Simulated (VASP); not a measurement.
# CdSe (Fm-3m) in VASP: a series of runs, part 2 of 3

VASP 6.6.1. The steps go on from the part before.

### Step 3. Single point, PBE

Contents of INCAR:

```
PREC = Accurate
ENCUT = 500
EDIFF = 1E-6
ISMEAR = 0
SIGMA = 0.02
LREAL = False
LASPH = True
NELM = 80
ALGO = Normal
ISIF = 2
LWAVE = False
LCHARG = False
GGA = PE
NBANDS = 16
```

Contents of KPOINTS:

```
Automatic mesh
0
Gamma
  4 4 4
```

Contents of POSCAR:

```
CdSe
1.0
    0.0000000000      2.8739580000      2.8739580000
    2.8739580000      0.0000000000      2.8739580000
    2.8739580000      2.8739580000      0.0000000000
Cd Se
1 1
Direct
    0.0000000000      0.0000000000      0.0000000000
    0.5000000000      0.5000000000      0.5000000000
```

Potentials or basis: VASP PAW PBE potentials, release 64 (Cd_GW, Se_GW).

Command:

```
$ cat potpaw_PBE.64/Cd_GW/POTCAR potpaw_PBE.64/Se_GW/POTCAR > POTCAR
$ mpirun -np 1 vasp_std > vasp.out
```

OUTCAR:

```text
PREC = Accurate
   ENCUT = 500
   EDIFF = 1E-6
   ISMEAR = 0
   LREAL = False
   LASPH = True
   NELM = 80
   ISIF = 2
   GGA = PE

 ion  position               nearest neighbor table
   1  0.000  0.000  0.000-   2 2.87   2 2.87   2 2.87   2 2.87   2 2.87   2 2.87
   2  0.500  0.500  0.500-   1 2.87   1 2.87   1 2.87   1 2.87   1 2.87   1 2.87

  LATTYP: Found a face centered cubic cell.
 ALAT       =     5.7479160000

  Lattice vectors:

 A1 = (   0.0000000000,   2.8739580000,   2.8739580000)
 A2 = (   2.8739580000,   0.0000000000,   2.8739580000)
 A3 = (   2.8739580000,   2.8739580000,   0.0000000000)

Analysis of symmetry for initial positions (statically):
=====================================================================
 Subroutine PRICEL returns:
 Original cell was already a primitive cell.

 Routine SETGRP: Setting up the symmetry group for a
 face centered cubic supercell.

 Subroutine GETGRP returns: Found 48 space group operations
 (whereof 48 operations were pure point group operations)
 out of a pool of 48 trial point group operations.

The static configuration has the point symmetry O_h .

Analysis of symmetry for dynamics (positions and initial velocities):
=====================================================================
 Subroutine PRICEL returns:
 Original cell was already a primitive cell.

 Routine SETGRP: Setting up the symmetry group for a
 face centered cubic supercell.

 Subroutine GETGRP returns: Found 48 space group operations
 (whereof 48 operations were pure point group operations)
 out of a pool of 48 trial point group operations.

The dynamic configuration has the point symmetry O_h .

 Subroutine INISYM returns: Found 48 space group operations
 (whereof 48 operations are pure point group operations),
 and found     1 'primitive' translations

----------------------------------------------------------------------------------------

                                     Primitive cell

  volume of cell :      47.4757

  direct lattice vectors                    reciprocal lattice vectors
     0.000000000  2.873958000  2.873958000    -0.173976098  0.173976098  0.173976098
     2.873958000  0.000000000  2.873958000     0.173976098 -0.173976098  0.173976098
     2.873958000  2.873958000  0.000000000     0.173976098  0.173976098 -0.173976098

  length of vectors
     4.064390381  4.064390381  4.064390381     0.301335442  0.301335442  0.301335442

  position of ions in fractional coordinates (direct lattice)
     0.000000000  0.000000000  0.000000000
     0.500000000  0.500000000  0.500000000

  ion indices of the primitive-cell ions
   primitive index   ion index
                 1           1
                 2           2

----------------------------------------------------------------------------------------

 KPOINTS: Automatic mesh

Automatic generation of k-mesh.
 Grid dimensions read from file:
 generate k-points for:    4    4    4

 Generating k-lattice:

  Cartesian coordinates                     Fractional coordinates (reciprocal lattice)
    -0.043494025  0.043494025  0.043494025     0.250000000  0.000000000  0.000000000
     0.043494025 -0.043494025  0.043494025     0.000000000  0.250000000  0.000000000
     0.043494025  0.043494025 -0.043494025     0.000000000  0.000000000  0.250000000

  Length of vectors
     0.075333860  0.075333860  0.075333860

  Shift w.r.t. Gamma in fractional coordinates (k-lattice)
     0.000000000  0.000000000  0.000000000

 Subroutine IBZKPT returns following result:
 ===========================================

 Found      8 irreducible k-points:

 Following reciprocal coordinates:
            Coordinates               Weight
  0.000000  0.000000  0.000000      1.000000
  0.250000  0.000000  0.000000      8.000000
  0.500000  0.000000  0.000000      4.000000
  0.250000  0.250000  0.000000      6.000000
  0.500000  0.250000  0.000000     24.000000
 -0.250000  0.250000  0.000000     12.000000
  0.500000  0.500000  0.000000      3.000000
 -0.250000  0.500000  0.250000      6.000000
   k-points           NKPTS =      8   k-points in BZ     NKDIM =      8   number of bands    NBANDS=     16
   number of dos      NEDOS =    301   number of ions     NIONS =      2
   total plane-waves  NPLWV =  27000
   dimension x,y,z NGX =    30 NGY =   30 NGZ =   30
   dimension x,y,z NGXF=    60 NGYF=   60 NGZF=   60
   ions per type =               1   1
   NGX,Y,Z   is equivalent  to a cutoff of  12.27, 12.27, 12.27 a.u.
   NGXF,Y,Z  is equivalent  to a cutoff of  24.54, 24.54, 24.54 a.u.
 SYSTEM =  unknown system
   PREC   = accura    normal or accurate (medium, high low for compatibility)
   ISTART =      0    job   : 0-new  1-cont  2-samecut
   ICHARG =      2    charge: 1-file 2-atom 10-const
   ISPIN  =      1    spin polarized calculation?
   LNONCOLLINEAR =      F non collinear calculations
   LSORBIT =      F    spin-orbit coupling
   LASPH  =      T    aspherical Exc in radial PAW
   ENCUT  =  500.0 eV  36.75 Ry    6.06 a.u.   7.41  7.41  7.41*2*pi/ulx,y,z
   NELM   =     80;   NELMIN=  2; NELMDL= -5     # of ELM steps
   EDIFF  = 0.1E-05   stopping-criterion for ELM
   LREAL  =      F    real-space projection
   EDIFFG = 0.1E-04   stopping-criterion for IOM
   NSW    =      0    number of steps for IOM
   IBRION =     -1    ionic relax: 0-MD 1-quasi-New 2-CG
   NFREE  =      0    steps in history (QN), initial steepest desc. (CG)
   ISIF   =      2    stress and relaxation
   ISYM   =      2    0-nonsym 1-usesym 2-fastsym
   POTIM  = 0.5000    time-step for ionic-motion
   TEBEG  =    0.0;   TEEND  =   0.0 temperature during run
   PSTRESS=    0.0 pullay stress
   NELECT =      18.0000    total number of electrons
   NUPDOWN=      -1.0000    fix difference up-down
   EMIN   =  10.00;   EMAX   =-10.00  energy-range for DOS
   EFERMI =   0.00;   METHOD = LEGACY
   ISMEAR =     0;   SIGMA  =   0.02  broadening in eV -4-tet -1-fermi 0-gaus
   EFERMI_NEDOS =   21; number of points for ismear=-14 and -15
   IALGO  =     38    algorithm
   IMIX   =      4    mixing-type and parameters
     AMIX     =   0.40;   BMIX     =  1.00
     AMIX_MAG =   1.60;   BMIX_MAG =  1.00
  volume/ion in A,a.u.               =      23.74       160.19
  Fermi-wavevector in a.u.,A,eV,Ry     =   1.184882  2.239103 19.101849  1.403946
  Thomas-Fermi vector in A             =   2.321088
   LORBIT       =      0    0 simple, 1 ext, 2 COOP (PROOUT), +10 PAW based schemes
   GGA     = PE    functional components
   LHFCALC =     F    Hartree Fock is set to
   AEXX    =    0.0000 exact exchange contribution
   IVDW    =     0    specifies the selected vdW correction
   LEPSILON=     F    determine dielectric tensor
   LRPA    =     F    only Hartree local field effects (RPA)
 non-spin polarized calculation
 Gauss-broadening in eV      SIGMA  =   0.02
  energy-cutoff  :      500.00
  volume of cell :       47.48
 maximum number of plane-waves:      1243
 NGX is ok and might be reduce to    30
   NGX = 15   NGY = 15   NGZ = 15

 number of electron      17.9999995 magnetization

 Free energy of the ion-electron system (eV)
  ---------------------------------------------------
  ext. energy  EPLUGINS =         0.00000000
  ---------------------------------------------------
  free energy    TOTEN  =        -5.15553066 eV

  energy without entropy =       -5.15419001  energy(sigma->0) =       -5.15486034

 E-fermi :   3.6073     XC(G=0): -10.0044

 val. band max:        3.6028254949   @ k =   0.5000   0.0000   0.0000
 cond. band min:       3.7359284968   @ k =   0.0000   0.0000   0.0000
 fundamental gap:      0.1331030018
 Fermi energy:         3.6073317347

 k-point     1 :       0.0000    0.0000    0.0000
  band No.  band energies     occupation
      1      -9.2350      2.00000
      2      -4.2428      2.00000
      3      -4.2428      2.00000
      4      -4.2269      2.00000
      5      -4.2269      2.00000
      6      -4.2269      2.00000
[... 8 lines left out ...]
     15      13.4100      0.00000
     16      13.4100      0.00000
[... 115 lines left out ...]
 k-point     8 :      -0.2500    0.5000    0.2500
  band No.  band energies     occupation
      1      -8.3538      2.00000
      2      -4.3409      2.00000
      3      -4.2171      2.00000
      4      -4.2171      2.00000
      5      -4.0406      2.00000
      6      -3.7038      2.00000
[... 8 lines left out ...]
     15      15.5651      0.00000
     16      18.5040      0.00000

------------------------ aborting loop because EDIFF is reached ----------------------------------------

  FORCE on cell =-STRESS in cart. coord.  units (eV):
  Direction    XX          YY          ZZ          XY          YZ          ZX
  --------------------------------------------------------------------------------------
  -------------------------------------------------------------------------------------
  Total       -0.0084285     -0.0084285     -0.0084285     -0.0000000      0.0000000     -0.0000000
  in kB       -0.2844380     -0.2844380     -0.2844380     -0.0000000      0.0000000     -0.0000000
  external PRESSURE =      -0.2844380 kB  Pullay stress =       0.0000000 kB

 VOLUME and BASIS-vectors are now :
 -----------------------------------------------------------------------------
  energy-cutoff  :      500.00
  volume of cell :       47.48
      direct lattice vectors                 reciprocal lattice vectors
     0.000000000  2.873958000  2.873958000    -0.173976098  0.173976098  0.173976098
     2.873958000  0.000000000  2.873958000     0.173976098 -0.173976098  0.173976098
     2.873958000  2.873958000  0.000000000     0.173976098  0.173976098 -0.173976098

 POSITION                                       TOTAL-FORCE (eV/Angst)
 -----------------------------------------------------------------------------------
      0.00000      0.00000      0.00000         0.000000      0.000000     -0.000000
      2.87396      2.87396      2.87396         0.000000      0.000000      0.000000
 -----------------------------------------------------------------------------------
    total drift:                               -0.000000      0.000000      0.000000

  FREE ENERGIE OF THE ION-ELECTRON SYSTEM (eV)
  ---------------------------------------------------
  free  energy   TOTEN  =        -5.1555306643 eV

  energy  without entropy=       -5.1541900067  energy(sigma->0) =       -5.15486034
```

OSZICAR:

```text
N       E                     dE             d eps       ncg     rms          rms(c)
DAV:   1     0.901162242430E+02    0.90116E+02   -0.89417E+03   304   0.989E+02
DAV:   2    -0.129933745207E+01   -0.91416E+02   -0.86941E+02   344   0.269E+02
DAV:   3    -0.547740323605E+01   -0.41781E+01   -0.41637E+01   352   0.536E+01
DAV:   4    -0.559892287483E+01   -0.12152E+00   -0.12151E+00   368   0.804E+00
DAV:   5    -0.560034176375E+01   -0.14189E-02   -0.14189E-02   360   0.835E-01    0.507E+00
DAV:   6    -0.517214367061E+01    0.42820E+00   -0.60101E-01   360   0.892E+00    0.399E+00
DAV:   7    -0.515717113629E+01    0.14973E-01   -0.11767E-01   288   0.223E+00    0.187E+00
DAV:   8    -0.515556468309E+01    0.16065E-02   -0.10208E-02   368   0.108E+00    0.133E-01
DAV:   9    -0.515550847165E+01    0.56211E-04   -0.11272E-03   336   0.365E-01    0.322E-02
DAV:  10    -0.515551990497E+01   -0.11433E-04   -0.74704E-05   352   0.962E-02    0.220E-02
DAV:  11    -0.515553032508E+01   -0.10420E-04   -0.22336E-05   392   0.499E-02    0.211E-02
DAV:  12    -0.515553066433E+01   -0.33924E-06   -0.14025E-06   320   0.114E-02
   1 F= -.51555307E+01 E0= -.51548603E+01  d E =-.134066E-02
```

stdout:

```text
POSCAR found type information on POSCAR CdSe
 POSCAR found :  2 types and       2 ions
 scaLAPACK will be used
 LDA part: xc-table for (Slater+PW92), standard interpolation
 POSCAR, INCAR and KPOINTS ok, starting setup
 FFT: planning ... GRIDC
 FFT: planning ... GRID_SOFT
 FFT: planning ... GRID
 WAVECAR not read
 entering main loop
```

It took 5.6 s on 1 thread of Intel Xeon 6975P-C (Granite Rapids), shared host; peak memory 0.17 GiB.

What came out:

- Free energy: -5.1555 eV
- Pressure: 0.0 GPa
- Band gap on the k mesh: none (metal or under the smearing width)

Caveat: the k mesh is coarse (spacing up to 0.47 Å⁻¹), so the values aren't converged.

[end of part 2 of 3]
